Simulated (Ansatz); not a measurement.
Reactions of `[NH2][W]([OH])(=[S])=[S]`.

Program: Ansatz. Geometries: PBE0-D4/def2-TZVP. ΔE: electronic, gas phase. CCSD(T)/CBS is the MP2 limit (def2-TZVPP, def2-QZVPP) plus CCSD(T) − MP2 in def2-TZVPP, frozen cores. DFT in def2-TZVPP. Elements past krypton have def2 core potentials. For Ti, W outer-core shells are correlated without core-valence functions, which leaves a few kJ/mol of doubt a bond. Scalar relativity is left out up to krypton. Each species was taken in one conformer, which may not be the lowest.

```json
{"reaction": "`[NH2][W]([OH])(=[S])=[S]` + dimethylacetamide → `C[N](C)[W]([OH])(=[S])=[S]` + `CC(N)=O`", "MP2/CBS(def2) (kJ/mol)": "-12", "r2SCAN-D4 (kJ/mol)": "1"}
{"reaction": "`[NH2][W]([OH])(=[S])=[S]` + `[OH][Ti]([F])([F])[F]` → `[OH][W]([OH])(=[S])=[S]` + `[NH2][Ti]([F])([F])[F]`", "MP2/CBS(def2) (kJ/mol)": "40", "r2SCAN-D4 (kJ/mol)": "34"}
{"reaction": "`[NH2][W]([OH])(=[S])=[S]` + `COBS` → `C[O][W]([NH2])(=[S])=[S]` + `OBS`", "MP2/CBS(def2) (kJ/mol)": "-10", "r2SCAN-D4 (kJ/mol)": "-9"}
{"reaction": "`[NH2][W]([OH])(=[S])=[S]` + `CN[SiH3]` → `[CH3][W]([OH])(=[S])=[S]` + `NN[SiH3]`", "MP2/CBS(def2) (kJ/mol)": "187", "r2SCAN-D4 (kJ/mol)": "181"}
{"reaction": "`[NH2][W]([OH])(=[S])=[S]` + `[NH2][Al]([F])[O][SiH3]` → `[OH][W]([F])(=[S])=[S]` + `[NH2][Al]([NH2])[O][SiH3]`", "MP2/CBS(def2) (kJ/mol)": "73", "r2SCAN-D4 (kJ/mol)": "52"}
{"reaction": "`[NH2][W]([OH])(=[S])=[S]` + `FC(F)(F)C1=CC(C(F)(F)F)=[O+][Al-]([Cl])([Cl])[O]1` → `[NH2][W](=[S])(=[S])[Cl]` + `[OH][Al-]1([Cl])[O]C(C(F)(F)F)=CC(C(F)(F)F)=[O+]1`", "MP2/CBS(def2) (kJ/mol)": "-24", "r2SCAN-D4 (kJ/mol)": "0"}
```

**Question.** Give the CCSD(T)/CBS values in the same order. (An estimate is asked.)

**Answer.** Computed: -3, 37, -7, 180, 66, -6 kJ/mol.

Largest T1 diagnostic: 0.024, for `[NH2][Ti]([F])([F])[F]`.
